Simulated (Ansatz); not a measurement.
I:

```xyz
4
Lattice="3.6350 -2.3950 0.0000 3.6350 2.3950 0.0000 0.0000 0.0000 9.7934" Properties=species:S:1:pos:R:3 pbc="T T T"
I     3.6350   -0.7152    3.7646
I     3.6350    1.6799    1.1321
I     3.6350    0.7152    6.0288
I     3.6350   -1.6799    8.6613
```

| Quantity | Value |
| --- | --- |
| Program | Ansatz 0.2.0 |
| Task | relaxation of cell and atoms |
| Functional | PBE |
| Potentials or basis | Ansatz PAW earlier set |
| Cutoff | 620 eV |
| Density cutoff | 2480 eV |
| k mesh | 7 × 7 × 3 |
| Occupations | fermi-dirac, width 0.05 eV |
| Spin | no spin polarisation |

At the start: volume 42.63 Å³/atom.

**Question.** How do energy, volume and symmetry change on relaxing?

**Answer.** It ends after 13 steps and the volume is 51.39 Å³/atom (+20.5 %); space group Cmce (No. 64, to 0.05 Å).

Step by step:
| step | energy change (eV) | largest force (eV/Å) | volume (Å³) |
| --- | --- | --- | --- |
| 1 | 0.0000 | 0.8617 | 170.52 |
| 2 | -0.1279 | 0.1529 | 176.63 |
| 3 | -0.1644 | 0.0540 | 180.30 |
| 4 | -0.1864 | 0.0225 | 182.00 |
| 5 | -0.1953 | 0.0200 | 186.65 |
| 6 | -0.2000 | 0.0057 | 190.42 |
| 7 | -0.2025 | 0.0015 | 194.47 |
| 8 | -0.2026 | 0.0013 | 195.57 |
| 9 | -0.2055 | 0.0013 | 195.57 |
| 10 | -0.2067 | 0.0261 | 198.67 |
| 11 | -0.2079 | 0.0196 | 205.61 |
| 12 | -0.2083 | 0.0021 | 205.55 |
| 13 | -0.2084 | 0.0021 | 205.55 |

Final structure:
```xyz
4
Lattice="4.5332 -2.3121 0.0000 4.5332 2.3121 0.0000 0.0000 0.0000 9.8058" Properties=species:S:1:pos:R:3 pbc="T T T"
I     4.5332   -0.7411    3.7069
I     4.5332    1.5709    1.1960
I     4.5332    0.7411    6.0989
I     4.5332   -1.5709    8.6099
```

Caveat: the volume moved by over 15 % at a fixed basis, so the end points are rough; the plane-wave basis is chosen anew once the cell has moved, so the energies of steps on either side of that aren't comparable.
